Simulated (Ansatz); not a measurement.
## Vibrational response of CaF$_{2}$ at 1 GPa

All numbers below come from Ansatz 0.2.0, DFT PBE, scalar-relativistic, plane waves, PAW. Cutoff 420 eV, 8×8×8 k-points (Γ-centred), fixed occupations. No spin polarisation. Phonons by linear response, acoustic sum rule imposed.

The cell, relaxed at 1 GPa:
```
CELL_PARAMETERS angstrom
0.00000 2.74405 2.74405
2.74405 0.00000 2.74405
2.74405 2.74405 0.00000
ATOMIC_POSITIONS crystal
Ca 0.00000 0.00000 0.00000
F 0.25000 0.25000 0.25000
F 0.75000 0.75000 0.75000
```

(1) Is this structure stable against zone-centre distortions?

(2) List the optical modes at Γ without the LO field (i marks imaginary ones).

## Answers

(1) Yes, at Γ: no optical mode is imaginary. Strains and other wave vectors aren't tested by this run.

(2)
| frequency (cm⁻¹) | degeneracy | IR intensity of the level ((D/Å)²/amu) |
| --- | --- | --- |
| 236 | 3 | 19.88 |
| 312 | 3 | 0.00 |

Cost: 1 run of about 1 core-minutes, on Intel Xeon Processor @ 2.50GHz (Skylake/Cascade Lake) (shared hosts).